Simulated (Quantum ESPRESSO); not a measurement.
# Ga (P-1) in Quantum ESPRESSO: convergence with k mesh

Aim: find how far k mesh must go before the results for Ga settle, at PBE. This setting moves, with any that are tied to it; all else stays.

Program: Quantum ESPRESSO 7.5. These are calculated values, not measurements. Logs are shortened: lines on timing, memory, paths and dates and some standing lists are left out, and cuts for length are marked.

## 1. The cell of the first run

The typed cell holds 2 atoms: a = 4.449 Å, b = 4.449 Å, c = 2.765 Å, α = 90.00°, β = 90.00°, γ = 120.00°.

The cell was built by a generator and needn't be a form met in nature.

The cell isn't the ideal one: atoms moved at random, drawn with an rms of 0.15 Å.

## 2. With k mesh 1 × 1 × 1

The input, pw.in:

```
&CONTROL
  calculation = 'scf'
  prefix = 'pwscf'
  outdir = './tmp'
  pseudo_dir = './pseudo'
  tprnfor = .true.
  tstress = .true.
  disk_io = 'nowf'
/
&SYSTEM
  ibrav = 0
  nat = 2
  ntyp = 1
  ecutwfc = 80
  nbnd = 20
  occupations = 'smearing'
  smearing = 'fd'
  degauss = 0.00367493
/
&ELECTRONS
  conv_thr = 4d-10
  electron_maxstep = 120
  mixing_beta = 0.5
/
ATOMIC_SPECIES
Ga    69.7230 Ga.upf
CELL_PARAMETERS angstrom
   4.4494700000    0.0000000000    0.0000000000
  -2.2247400000    3.8533600000    0.0000000000
   0.0000000000    0.0000000000    2.7652000000
ATOMIC_POSITIONS crystal
Ga     0.3233850000    0.6702180000    0.5248350000
Ga     0.7040090000    0.3716570000    0.5211460000
K_POINTS automatic
1 1 1 0 0 0
```

Potentials or basis: Ansatz NC SR PBE.

Launch:

```
OMP_NUM_THREADS=1 pw.x -in pw.in > pw.out
```

pw.out:

```text
[... set-up lines left out ...]
     Self-consistent Calculation

     iteration #  1     ecut=    80.00 Ry     beta= 0.50
     Davidson diagonalization with overlap
     ethr =  1.00E-02,  avg # of iterations =  5.0

     Threshold (ethr) on eigenvalues was too large:
     Diagonalizing with lowered threshold

     Davidson diagonalization with overlap
     ethr =  4.72E-04,  avg # of iterations =  1.0

     total energy              =    -305.80466343 Ry
     estimated scf accuracy    <       0.12411279 Ry

     iteration #  2     ecut=    80.00 Ry     beta= 0.50
     Davidson diagonalization with overlap
     ethr =  4.77E-04,  avg # of iterations =  2.0

     total energy              =    -305.80756249 Ry
     estimated scf accuracy    <       0.02390587 Ry

     iteration #  3     ecut=    80.00 Ry     beta= 0.50
     Davidson diagonalization with overlap
     ethr =  9.19E-05,  avg # of iterations =  1.0

     total energy              =    -305.80848671 Ry
     estimated scf accuracy    <       0.00973330 Ry

     iteration #  4     ecut=    80.00 Ry     beta= 0.50
     Davidson diagonalization with overlap
     ethr =  3.74E-05,  avg # of iterations =  2.0

     total energy              =    -305.81007084 Ry
     estimated scf accuracy    <       0.00193514 Ry

     iteration #  5     ecut=    80.00 Ry     beta= 0.50
     Davidson diagonalization with overlap
     ethr =  7.44E-06,  avg # of iterations =  2.0

     total energy              =    -305.81037581 Ry
     estimated scf accuracy    <       0.00008960 Ry

     iteration #  6     ecut=    80.00 Ry     beta= 0.50
     Davidson diagonalization with overlap
     ethr =  3.45E-07,  avg # of iterations =  2.0

     total energy              =    -305.81039455 Ry
     estimated scf accuracy    <       0.00000352 Ry

     iteration #  7     ecut=    80.00 Ry     beta= 0.50
     Davidson diagonalization with overlap
     ethr =  1.35E-08,  avg # of iterations =  4.0

     total energy              =    -305.81039604 Ry
     estimated scf accuracy    <       0.00000073 Ry

     iteration #  8     ecut=    80.00 Ry     beta= 0.50
     Davidson diagonalization with overlap
     ethr =  2.81E-09,  avg # of iterations =  2.0

     total energy              =    -305.81039619 Ry
     estimated scf accuracy    <       0.00000003 Ry

     iteration #  9     ecut=    80.00 Ry     beta= 0.50
     Davidson diagonalization with overlap
     ethr =  1.19E-10,  avg # of iterations =  2.0

     total energy              =    -305.81039620 Ry
     estimated scf accuracy    <       0.00000001 Ry

     iteration # 10     ecut=    80.00 Ry     beta= 0.50
     Davidson diagonalization with overlap
     ethr =  4.82E-11,  avg # of iterations =  1.0

     total energy              =    -305.81039620 Ry
     estimated scf accuracy    <          4.0E-09 Ry

     iteration # 11     ecut=    80.00 Ry     beta= 0.50
     Davidson diagonalization with overlap
     ethr =  1.56E-11,  avg # of iterations =  2.0

     End of self-consistent calculation

          k = 0.0000 0.0000 0.0000 (  3837 PWs)   bands (ev):

    -6.5130  -6.3468  -6.2174  -6.2081  -6.1852  -6.1308  -6.1212  -5.9459
    -5.8964  -5.7102  -1.8009   6.8614   7.4210   7.9125  10.6888  11.6762
    13.9399  16.9857  20.5608  23.7960

     the Fermi energy is     7.6667 ev

!    total energy              =    -305.81039620 Ry
     estimated scf accuracy    <          1.7E-10 Ry
     smearing contrib. (-TS)   =      -0.00063378 Ry
     internal energy E=F+TS    =    -305.80976242 Ry

     The total energy is F=E-TS. E is the sum of the following terms:
     one-electron contribution =    -155.85248374 Ry
     hartree contribution      =     101.35636683 Ry
     xc contribution           =     -83.80502490 Ry
     ewald contribution        =    -167.50862062 Ry

     convergence has been achieved in  11 iterations

     Forces acting on atoms (cartesian axes, Ry/au):

     atom    1 type  1   force =    -0.07657563   -0.09155381    0.00062700
     atom    2 type  1   force =     0.07657563    0.09155381   -0.00062700

     Total force =     0.168798     Total SCF correction =     0.000041

     Computing stress (Cartesian axis) and pressure

          total   stress  (Ry/bohr**3)                   (kbar)     P=      209.57
   0.00608009   0.00099213  -0.00000008          894.41      145.95       -0.01
   0.00099213   0.00468438  -0.00000069          145.95      689.10       -0.10
  -0.00000008  -0.00000069  -0.00649054           -0.01       -0.10     -954.79

=------------------------------------------------------------------------------=
   JOB DONE.
=------------------------------------------------------------------------------=
```

Run time: 1.8 s. Hardware: 1 thread of Arm Neoverse V1, shared host; peak memory 0.05 GiB.

Results:

```
Free energy   : -4160.7624 eV
Pressure      : 21.0 GPa
Largest force : 3.069 eV/Å
```

## 3. With k mesh 2 × 2 × 2

pw.in, as its differences from that of step 2:

```diff
@@ -34,2 +34,2 @@
 K_POINTS automatic
-1 1 1 0 0 0
+2 2 2 0 0 0
```

Potentials or basis: Ansatz NC SR PBE.

Launch:

```
OMP_NUM_THREADS=1 pw.x -in pw.in > pw.out
```

Run time: 8.5 s. Hardware: 1 thread of Arm Neoverse V1, shared host; peak memory 0.06 GiB.

What came out:

```yaml
Free_energy: -4161.2212 eV
Pressure: 4.3 GPa
Largest_force: 0.153 eV/Å
Band_gap_on_the_k_mesh: none (metal or under the smearing width)
```

## 4. With k mesh 2 × 2 × 3

pw.in, as its differences from that of step 3:

```diff
@@ -34,2 +34,2 @@
 K_POINTS automatic
-2 2 2 0 0 0
+2 2 3 0 0 0
```

Launch:

```
OMP_NUM_THREADS=1 pw.x -in pw.in > pw.out
```

Wall time 9 s (1 thread of Arm Neoverse V1, shared host); peak memory 0.06 GiB.

Results:

```yaml
Free_energy: -4159.9962 eV
Pressure: 2.8 GPa
Largest_force: 1.320 eV/Å
Band_gap_on_the_k_mesh: none (metal or under the smearing width)
```

## 5. With k mesh 3 × 3 × 4

pw.in, as its differences from that of step 4:

```diff
@@ -34,2 +34,2 @@
 K_POINTS automatic
-2 2 3 0 0 0
+3 3 4 0 0 0
```

Launch:

```
OMP_NUM_THREADS=1 pw.x -in pw.in > pw.out
```

It took 21 s on 1 thread of Arm Neoverse V1, shared host; peak memory 0.07 GiB.

What came out:

* Free energy: -4161.4703 eV
* Pressure: 2.2 GPa
* Largest force: 1.458 eV/Å
* Band gap on the k mesh: none (metal or under the smearing width)

## 6. With k mesh 4 × 4 × 5

pw.in, as its differences from that of step 5:

```diff
@@ -34,2 +34,2 @@
 K_POINTS automatic
-3 3 4 0 0 0
+4 4 5 0 0 0
```

Potentials or basis: Ansatz NC SR PBE.

Launch:

```
OMP_NUM_THREADS=1 pw.x -in pw.in > pw.out
```

Wall time 42 s (1 thread of Arm Neoverse V1, shared host); peak memory 0.1 GiB.

Results (log left out):

```
Free energy            : -4161.4760 eV
Pressure               : 1.7 GPa
Largest force          : 1.040 eV/Å
Band gap on the k mesh : none (metal or under the smearing width)
```

## 7. With k mesh 4 × 4 × 6

pw.in, as its differences from that of step 6:

```diff
@@ -34,2 +34,2 @@
 K_POINTS automatic
-4 4 5 0 0 0
+4 4 6 0 0 0
```

Launch:

```
OMP_NUM_THREADS=1 pw.x -in pw.in > pw.out
```

It took 51 s on 1 thread of Arm Neoverse V1, shared host; peak memory 0.11 GiB.

Results (log left out):

| Item | Value |
| --- | --- |
| Free energy | -4161.3808 eV |
| Pressure | 1.5 GPa |
| Largest force | 1.257 eV/Å |
| Band gap on the k mesh | none (metal or under the smearing width) |

## 8. With k mesh 5 × 5 × 7

pw.in, as its differences from that of step 7:

```diff
@@ -34,2 +34,2 @@
 K_POINTS automatic
-4 4 6 0 0 0
+5 5 7 0 0 0
```

Launch:

```
OMP_NUM_THREADS=1 pw.x -in pw.in > pw.out
```

Run time: 86 s. Hardware: 1 thread of Arm Neoverse V1, shared host; peak memory 0.15 GiB.

The run converged. Its results:

```
Free energy            : -4161.5149 eV
Pressure               : 1.2 GPa
Largest force          : 1.215 eV/Å
Band gap on the k mesh : none (metal or under the smearing width)
```

## 9. With k mesh 6 × 6 × 8

pw.in, as its differences from that of step 8:

```diff
@@ -34,2 +34,2 @@
 K_POINTS automatic
-5 5 7 0 0 0
+6 6 8 0 0 0
```

Potentials or basis: Ansatz NC SR PBE.

Launch:

```
OMP_NUM_THREADS=1 pw.x -in pw.in > pw.out
```

Run time: 2.4 min. Hardware: 1 thread of Arm Neoverse V1, shared host; peak memory 0.22 GiB.

Results (log left out):

* Free energy: -4161.4897 eV
* Pressure: 1.1 GPa
* Largest force: 1.176 eV/Å
* Band gap on the k mesh: none (metal or under the smearing width)

## 10. With k mesh 7 × 7 × 10

pw.in, as its differences from that of step 9:

```diff
@@ -34,2 +34,2 @@
 K_POINTS automatic
-6 6 8 0 0 0
+7 7 10 0 0 0
```

Launch:

```
OMP_NUM_THREADS=1 pw.x -in pw.in > pw.out
```

Wall time 4 min (1 thread of Arm Neoverse V1, shared host); peak memory 0.34 GiB.

Results (log left out):

- Free energy: -4161.5076 eV
- Pressure: 1.0 GPa
- Largest force: 1.204 eV/Å
- Band gap on the k mesh: none (metal or under the smearing width)

## 11. The series at a glance

```tsv
k mesh	energy less the tightest run, at zero smearing (meV/atom)	pressure (GPa)	largest force (eV/Å)	SCF cycles	CPU time (s)	peak memory (GiB)
1 × 1 × 1	373.04	20.96	3.069	11	1.8	0.05
2 × 2 × 2	141.64	4.29	0.153	9	8.5	0.06
2 × 2 × 3	759.90	2.83	1.320	10	9	0.06
3 × 3 × 4	18.59	2.18	1.458	10	21	0.07
4 × 4 × 5	16.04	1.65	1.040	9	42	0.1
4 × 4 × 6	64.21	1.51	1.257	9	51	0.11
5 × 5 × 7	-4.02	1.23	1.215	9	86	0.15
6 × 6 × 8	8.97	1.07	1.176	9	140	0.22
7 × 7 × 10	0.00	0.99	1.204	9	240	0.34
```

Against the tightest run, the pressure stays within 0.1 GPa from 6 × 6 × 8 on. Not settled before the last step: the energy (to 1 meV/atom), the largest force (to 0.005 eV/Å). Meshes of other sizes hit other points, so gaps and Fermi surfaces needn't settle smoothly. The tightest run that finished is the yardstick and may itself not be fully converged.
